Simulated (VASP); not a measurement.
# Al2O3 (P-3m1) in VASP: a series of runs

The runs below take Al2O3 through band structure, G0W0 quasiparticle levels, with SCAN, TPSS, TB-mBJ, LDA.

Program: VASP 6.6.1. These are calculated values, not measurements. Logs are shortened: lines on timing, memory, paths and dates and some standing lists are left out, and cuts for length are marked.

## Step 1: The crystal as given

It takes space group P-3m1 (No. 164, trigonal). The conventional cell has a = 3.017 Å, b = 3.017 Å, c = 7.575 Å, α = 90.00°, β = 90.00°, γ = 120.00°. Al (site symmetry 3m) is surrounded by 4 O at 1.68 to 1.84 Å. O (site symmetry -3m) has 2 Al at 1.68 Å as nearest neighbours. O (site symmetry 3m) is surrounded by 3 Al at 1.84 Å.

Measurements of this composition are mostly on another form, of space group No. 167.

## Step 2: Band structure, SCAN

Contents of INCAR:

```
SYSTEM = Al2O3
PREC = Accurate ; ENCUT = 520
EDIFF = 1E-6 ; ISMEAR = -1
SIGMA = 0.05 ; LREAL = .False.
LASPH = .True. ; NELM = 100
ALGO = Normal ; ISIF = 2
LWAVE = .False. ; LCHARG = .False.
METAGGA = SCAN ; LMIXTAU = .True.
```

Contents of KPOINTS:

```
regular mesh
0
Gamma
  7 7 3
  0 0 0
```

Contents of POSCAR:

```
Al2O3
1.0
    3.0174825440      0.0000000000      0.0000000000
   -1.5087412720      2.6132165386      0.0000000000
    0.0000000000      0.0000000000      7.5746360022
Al O
2 3
Direct
    0.0000000000      0.0000000000      0.7220490000
    0.0000000000      0.0000000000      0.2779510000
    0.0000000000      0.0000000000      0.5000000000
    0.6666666667      0.3333333333      0.8005460000
    0.3333333333      0.6666666667      0.1994540000
```

Contents of KPOINTS_OPT:

```
path GMKGALHA,LM,KH
20
line-mode
reciprocal
 0.0000000000  0.0000000000  0.0000000000  G
 0.5000000000  0.0000000000  0.0000000000  M

 0.5000000000  0.0000000000  0.0000000000  M
 0.3333333333  0.3333333333  0.0000000000  K

 0.3333333333  0.3333333333  0.0000000000  K
 0.0000000000  0.0000000000  0.0000000000  G

 0.0000000000  0.0000000000  0.0000000000  G
 0.0000000000  0.0000000000  0.5000000000  A

 0.0000000000  0.0000000000  0.5000000000  A
 0.5000000000  0.0000000000  0.5000000000  L

 0.5000000000  0.0000000000  0.5000000000  L
 0.3333333333  0.3333333333  0.5000000000  H

 0.3333333333  0.3333333333  0.5000000000  H
 0.0000000000  0.0000000000  0.5000000000  A

 0.5000000000  0.0000000000  0.5000000000  L
 0.5000000000  0.0000000000  0.0000000000  M

 0.3333333333  0.3333333333  0.0000000000  K
 0.3333333333  0.3333333333  0.5000000000  H
```

Potentials or basis: VASP PAW PBE potentials, release 64 (Al, O).

On the command line:

```
$ cat potpaw_PBE.64/Al/POTCAR potpaw_PBE.64/O/POTCAR > POTCAR
$ mpirun -np 1 vasp_std > vasp.out
```

OUTCAR:

```text
SYSTEM = Al2O3
   PREC = Accurate
   ENCUT = 520
   EDIFF = 1E-6
   ISMEAR = -1
   LREAL = .False.
   LASPH = .True.
   NELM = 100
   ISIF = 2
   METAGGA = SCAN

 ion  position               nearest neighbor table
   1  0.000  0.000  0.722-   3 1.68   4 1.84   4 1.84   4 1.84   2 3.36
   2  0.000  0.000  0.278-   3 1.68   5 1.84   5 1.84   5 1.84   1 3.36
   3  0.000  0.000  0.500-   1 1.68   2 1.68
   4  0.667  0.333  0.801-   1 1.84   1 1.84   1 1.84
   5  0.333  0.667  0.199-   2 1.84   2 1.84   2 1.84

  LATTYP: Found a hexagonal cell.
 ALAT       =     3.0174825440
 C/A-ratio  =     2.5102501478

  Lattice vectors:

 A1 = (   3.0174825440,   0.0000000000,   0.0000000000)
 A2 = (  -1.5087412720,   2.6132165386,   0.0000000000)
 A3 = (   0.0000000000,   0.0000000000,   7.5746360022)

Analysis of symmetry for initial positions (statically):
=====================================================================
 Subroutine PRICEL returns:
 Original cell was already a primitive cell.

 Routine SETGRP: Setting up the symmetry group for a
 hexagonal supercell.

 Subroutine GETGRP returns: Found 12 space group operations
 (whereof 12 operations were pure point group operations)
 out of a pool of 24 trial point group operations.

The static configuration has the point symmetry D_3d.

Analysis of symmetry for dynamics (positions and initial velocities):
=====================================================================
 Subroutine PRICEL returns:
 Original cell was already a primitive cell.

 Routine SETGRP: Setting up the symmetry group for a
 hexagonal supercell.

 Subroutine GETGRP returns: Found 12 space group operations
 (whereof 12 operations were pure point group operations)
 out of a pool of 24 trial point group operations.

The dynamic configuration has the point symmetry D_3d.

 Subroutine INISYM returns: Found 12 space group operations
 (whereof 12 operations are pure point group operations),
 and found     1 'primitive' translations

----------------------------------------------------------------------------------------

                                     Primitive cell

  volume of cell :      59.7285
[... 88 lines left out ...]
   ENCUT  =  520.0 eV  38.22 Ry    6.18 a.u.   5.61  5.61 14.08*2*pi/ulx,y,z
   NELM   =    100;   NELMIN=  2; NELMDL= -5     # of ELM steps
   EDIFF  = 0.1E-05   stopping-criterion for ELM
   LREAL  =      F    real-space projection
   EDIFFG = 0.1E-04   stopping-criterion for IOM
   NSW    =      0    number of steps for IOM
   IBRION =     -1    ionic relax: 0-MD 1-quasi-New 2-CG
   NFREE  =      0    steps in history (QN), initial steepest desc. (CG)
   ISIF   =      2    stress and relaxation
   ISYM   =      2    0-nonsym 1-usesym 2-fastsym
   POTIM  = 0.5000    time-step for ionic-motion
   TEBEG  =    0.0;   TEEND  =   0.0 temperature during run
   PSTRESS=    0.0 pullay stress
   NELECT =      24.0000    total number of electrons
   NUPDOWN=      -1.0000    fix difference up-down
   EMIN   =  10.00;   EMAX   =-10.00  energy-range for DOS
   EFERMI =   0.00;   METHOD = LEGACY
   ISMEAR =    -1;   SIGMA  =   0.05  broadening in eV -4-tet -1-fermi 0-gaus
   EFERMI_NEDOS =   21; number of points for ismear=-14 and -15
   IALGO  =     38    algorithm
   IMIX   =      4    mixing-type and parameters
     AMIX     =   0.40;   BMIX     =  1.00
     AMIX_MAG =   1.60;   BMIX_MAG =  1.00
  volume/ion in A,a.u.               =      11.95        80.61
  Fermi-wavevector in a.u.,A,eV,Ry     =   1.208049  2.282882 19.856107  1.459383
  Thomas-Fermi vector in A             =   2.343669
   LORBIT       =      0    0 simple, 1 ext, 2 COOP (PROOUT), +10 PAW based schemes
   METAGGA = SCAN    functional components
   LHFCALC =     F    Hartree Fock is set to
   AEXX    =    0.0000 exact exchange contribution
   IVDW    =     0    specifies the selected vdW correction
   LEPSILON=     F    determine dielectric tensor
   LRPA    =     F    only Hartree local field effects (RPA)
 non-spin polarized calculation
  energy-cutoff  :      520.00
  volume of cell :       59.73
 maximum number of plane-waves:      1636
 NGX is ok and might be reduce to    24
   NGX = 11   NGY = 11   NGZ = 29

 number of electron      24.0000012 magnetization

 Free energy of the ion-electron system (eV)
  ---------------------------------------------------
  ext. energy  EPLUGINS =         0.00000000
  ---------------------------------------------------
  free energy    TOTEN  =       -49.50196935 eV

  energy without entropy =      -49.50196935  energy(sigma->0) =      -49.50196935

 E-fermi :   4.5556     XC(G=0): -10.1907

 val. band max:        3.4603328655   @ k =   0.0000   0.0000   0.0000
 cond. band min:       6.3547964159   @ k =   0.0000   0.0000   0.0000
 fundamental gap:      2.8944635504
 Fermi energy:         4.5556170842

 k-point     1 :       0.0000    0.0000    0.0000
  band No.  band energies     occupation
      1     -17.2741      2.00000
      2     -17.0942      2.00000
      3     -14.4851      2.00000
      4      -2.4617      2.00000
      5      -1.1323      2.00000
      6      -0.3870      2.00000
[... 357 lines left out ...]
      3     -14.0260      2.00000
      4      -3.3580      2.00000
      5      -3.0100      2.00000
      6      -2.3744      2.00000
[... 8 lines left out ...]
     15      11.6381      0.00000
     16      14.1620      0.00000

------------------------ aborting loop because EDIFF is reached ----------------------------------------

  FORCE on cell =-STRESS in cart. coord.  units (eV):
  Direction    XX          YY          ZZ          XY          YZ          ZX
  --------------------------------------------------------------------------------------
  -------------------------------------------------------------------------------------
  Total       -2.3105430     -2.3105430     -2.5330431     -0.0000000      0.0000000      0.0000000
  in kB      -61.9787348    -61.9787348    -67.9471463     -0.0000000      0.0000000      0.0000000
  external PRESSURE =     -63.9682053 kB  Pullay stress =       0.0000000 kB

 VOLUME and BASIS-vectors are now :
 -----------------------------------------------------------------------------
  energy-cutoff  :      520.00
  volume of cell :       59.73
      direct lattice vectors                 reciprocal lattice vectors
     3.017482544  0.000000000  0.000000000     0.331402083  0.191335082  0.000000000
    -1.508741272  2.613216539  0.000000000     0.000000000  0.382670163  0.000000000
     0.000000000  0.000000000  7.574636002     0.000000000  0.000000000  0.132019545

 POSITION                                       TOTAL-FORCE (eV/Angst)
 -----------------------------------------------------------------------------------
      0.00000      0.00000      5.46926         0.000000      0.000000     -0.070424
      0.00000      0.00000      2.10538        -0.000000      0.000000      0.070424
      0.00000      0.00000      3.78732         0.000000      0.000000      0.000000
      1.50874      0.87107      6.06384         0.000000      0.000000     -0.470997
     -0.00000      1.74214      1.51079         0.000000     -0.000000      0.470997
 -----------------------------------------------------------------------------------
    total drift:                                0.000000      0.000000     -0.000000

  FREE ENERGIE OF THE ION-ELECTRON SYSTEM (eV)
  ---------------------------------------------------
  free  energy   TOTEN  =       -49.5019693518 eV

  energy  without entropy=      -49.5019693517  energy(sigma->0) =      -49.50196935
```

stdout:

```text
POSCAR found type information on POSCAR AlO
 POSCAR found :  2 types and       5 ions
 scaLAPACK will be used
 -----------------------------------------------------------------------------
|                                                                             |
|                                                                             |
|     You enforced a specific xc type in the INCAR file but a different       |
|     I HOPE YOU KNOW WHAT YOU ARE DOING!                                     |
|                                                                             |
 -----------------------------------------------------------------------------

 LDA part: xc-table for (None), standard interpolation
 POSCAR, INCAR and KPOINTS ok, starting setup
 FFT: planning ... GRIDC
 FFT: planning ... GRID_SOFT
 FFT: planning ... GRID
 WAVECAR not read
 entering main loop
 Start KPOINTS_OPT (optional k-point list driver)
k-point batch [1-20\180]
k-point batch [21-40\180]
k-point batch [41-60\180]
k-point batch [61-80\180]
k-point batch [81-100\180]
k-point batch [101-120\180]
k-point batch [121-140\180]
k-point batch [141-160\180]
k-point batch [161-180\180]
```

It took 3.2 min on 1 thread of Intel Xeon Platinum 8488C (Sapphire Rapids), shared host; peak memory 0.18 GiB.

What came out:

```
Free energy             : -49.5020 eV
Pressure                : -6.4 GPa
Largest force           : 0.471 eV/Å
Band gap on the k mesh  : 2.89 eV, direct
Band gap along the path : 2.89 eV, direct
```

Forces on the atoms (eV/Å):
```
Al   0.000  0.000 -0.070
Al   0.000  0.000  0.070
O    0.000  0.000  0.000
O    0.000  0.000 -0.471
O    0.000  0.000  0.471
```

Stress tensor (GPa, compression positive):
```
-6.20  0.00  0.00
 0.00 -6.20  0.00
 0.00  0.00 -6.79
```

Levels at the corners of the path, in eV from the valence-band top:
```
point  band 10  band 11  band 12  band 13  band 14  band 15
    Γ    -2.43     0.00     0.00     2.89     5.00     8.02
    M    -3.20    -1.80    -0.49     5.25     6.93     8.91
    M    -3.20    -1.80    -0.49     5.25     6.93     8.91
    K    -3.57    -1.44    -1.44     7.47     7.47     8.29
    K    -3.57    -1.44    -1.44     7.47     7.47     8.29
    Γ    -2.43     0.00     0.00     2.89     5.00     8.02
    Γ    -2.43     0.00     0.00     2.89     5.00     8.02
    A    -3.19     0.00     0.00     3.82     4.01     8.91
    A    -3.19     0.00     0.00     3.82     4.01     8.91
    L    -3.43    -1.74    -0.49     5.75     6.25     8.92
    L    -3.43    -1.74    -0.49     5.75     6.25     8.92
    H    -3.51    -1.51    -1.51     7.48     7.48     8.32
    H    -3.51    -1.51    -1.51     7.48     7.48     8.32
    A    -3.19     0.00     0.00     3.82     4.01     8.91
    L    -3.43    -1.74    -0.49     5.75     6.25     8.92
    M    -3.20    -1.80    -0.49     5.25     6.93     8.91
    K    -3.57    -1.44    -1.44     7.47     7.47     8.29
    H    -3.51    -1.51    -1.51     7.48     7.48     8.32
```

Caveat: the PAW data sets were made with another functional, which shifts forces and pressure a little.

## Step 3: Band structure, TPSS

Changes to INCAR since step 2:

```diff
@@ -7,2 +7,2 @@
 LWAVE = .False. ; LCHARG = .False.
-METAGGA = SCAN ; LMIXTAU = .True.
+METAGGA = TPSS ; LMIXTAU = .True.
```

KPOINTS is that of step 2.

POSCAR is that of step 2.

KPOINTS_OPT is that of step 2.

Potentials or basis: VASP PAW PBE potentials, release 64 (Al, O).

On the command line:

```
$ cat potpaw_PBE.64/Al/POTCAR potpaw_PBE.64/O/POTCAR > POTCAR
$ mpirun -np 1 vasp_std > vasp.out
```

Wall time 3.4 min (1 thread of Intel Xeon Platinum 8488C (Sapphire Rapids), shared host); peak memory 0.18 GiB.

The run converged. Its results:

```yaml
Free_energy: -51.5540 eV
Pressure: -2.4 GPa
Largest_force: 0.167 eV/Å
Band_gap_on_the_k_mesh: 2.44 eV, direct
Band_gap_along_the_path: 2.44 eV, direct
```

Forces on the atoms (eV/Å):
```
Al   0.000  0.000 -0.167
Al   0.000  0.000  0.167
O    0.000  0.000  0.000
O    0.000  0.000 -0.157
O    0.000  0.000  0.157
```

Stress tensor (GPa, compression positive):
```
-2.82  0.00  0.00
 0.00 -2.82  0.00
 0.00  0.00 -1.63
```

Levels at the corners of the path, in eV from the valence-band top:
```
point  band 8  band 9  band 10  band 11  band 12  band 13  band 14  band 15  band 16
    Γ   -3.77   -3.77    -2.39     0.00     0.00     2.44     4.43     7.52    10.75
    M   -4.35   -3.61    -3.15    -1.79    -0.49     4.70     6.34     8.45     9.28
    M   -4.35   -3.61    -3.15    -1.79    -0.49     4.70     6.34     8.45     9.28
    K   -3.61   -3.53    -3.53    -1.44    -1.44     6.80     6.80     8.05    10.60
    K   -3.61   -3.53    -3.53    -1.44    -1.44     6.80     6.80     8.05    10.60
    Γ   -3.77   -3.77    -2.39     0.00     0.00     2.44     4.43     7.52    10.73
    Γ   -3.77   -3.77    -2.39     0.00     0.00     2.44     4.43     7.52    10.71
    A   -3.77   -3.72    -3.13     0.00     0.00     3.42     3.44     8.26     9.00
    A   -3.77   -3.72    -3.13     0.00     0.00     3.42     3.44     8.26     9.00
    L   -4.40   -3.50    -3.37    -1.72    -0.49     5.11     5.78     8.39     8.94
    L   -4.40   -3.50    -3.37    -1.72    -0.49     5.11     5.78     8.39     8.94
    H   -3.66   -3.47    -3.47    -1.51    -1.51     6.81     6.81     8.07    10.43
    H   -3.66   -3.47    -3.47    -1.51    -1.51     6.81     6.81     8.07    10.43
    A   -3.77   -3.72    -3.13     0.00     0.00     3.42     3.44     8.26     9.00
    L   -4.40   -3.50    -3.37    -1.72    -0.49     5.11     5.78     8.39     8.94
    M   -4.35   -3.61    -3.15    -1.79    -0.49     4.70     6.34     8.45     9.28
    K   -3.61   -3.53    -3.53    -1.44    -1.44     6.80     6.80     8.05    10.60
    H   -3.66   -3.47    -3.47    -1.51    -1.51     6.81     6.81     8.07    10.43
```

Caveat: the PAW data sets were made with another functional, which shifts forces and pressure a little. TPSS opens gaps a little over a GGA but as a rule still falls short of measured ones.

## Step 4: Band structure, TB-mBJ

POSCAR is that of step 3.

Contents of INCAR.step1:

```
SYSTEM = Al2O3
PREC = Accurate ; ENCUT = 520
EDIFF = 1E-5 ; ISMEAR = -1
SIGMA = 0.05 ; LREAL = .False.
LASPH = .True. ; NELM = 100
ALGO = Normal ; ISIF = 2
LWAVE = .True. ; LCHARG = .False.
GGA = PE
```

Contents of INCAR.step2:

```
SYSTEM = Al2O3
PREC = Accurate ; ENCUT = 520
EDIFF = 1E-6 ; ISMEAR = -1
SIGMA = 0.05 ; LREAL = .False.
LASPH = .True. ; NELM = 100
ALGO = Normal ; ISIF = 2
LWAVE = .False. ; LCHARG = .False.
METAGGA = MBJ ; ISTART = 1
```

KPOINTS is that of step 3.

KPOINTS_OPT is that of step 3.

On the command line:

```
$ cat potpaw_PBE.64/Al/POTCAR potpaw_PBE.64/O/POTCAR > POTCAR
$ cp INCAR.step1 INCAR
$ mpirun -np 1 vasp_std > vasp.out
$ cp INCAR.step2 INCAR
$ mpirun -np 1 vasp_std > vasp.out
```

It took 2.6 min on 1 thread of Intel Xeon Platinum 8488C (Sapphire Rapids), shared host; peak memory 0.19 GiB.

It converged, with:

| Item | Value |
| --- | --- |
| Band gap on the k mesh | 4.10 eV, direct |
| Band gap along the path | 4.10 eV, direct |

Levels at the corners of the path, in eV from the valence-band top:
```tsv
point	band 9	band 10	band 11	band 12	band 13	band 14	band 15	band 16
Γ	-4.03	-2.57	0.00	0.00	4.10	5.91	9.31	12.75
M	-3.54	-3.36	-1.71	-0.43	6.78	8.10	10.15	11.14
M	-3.54	-3.36	-1.71	-0.43	6.78	8.10	10.15	11.14
K	-3.59	-3.59	-1.31	-1.31	8.77	8.77	10.25	11.99
K	-3.59	-3.59	-1.31	-1.31	8.77	8.77	10.25	11.99
Γ	-4.03	-2.57	0.00	0.00	4.10	5.91	9.31	12.75
Γ	-4.03	-2.57	0.00	0.00	4.10	5.91	9.31	12.75
A	-3.79	-3.05	0.00	0.00	4.95	4.96	9.94	11.11
A	-3.79	-3.05	0.00	0.00	4.95	4.96	9.94	11.11
L	-3.52	-3.42	-1.68	-0.43	7.08	7.70	9.93	11.00
L	-3.52	-3.42	-1.68	-0.43	7.08	7.70	9.93	11.00
H	-3.55	-3.55	-1.35	-1.35	8.77	8.77	10.25	11.73
H	-3.55	-3.55	-1.35	-1.35	8.77	8.77	10.25	11.73
A	-3.79	-3.05	0.00	0.00	4.95	4.96	9.94	11.11
L	-3.52	-3.42	-1.68	-0.43	7.08	7.70	9.93	11.00
M	-3.54	-3.36	-1.71	-0.43	6.78	8.10	10.15	11.14
K	-3.59	-3.59	-1.31	-1.31	8.77	8.77	10.25	11.99
H	-3.55	-3.55	-1.35	-1.35	8.77	8.77	10.25	11.73
```

Caveat: the PAW data sets were made with another functional, which shifts forces and pressure a little.

[end of part 1 of 2]
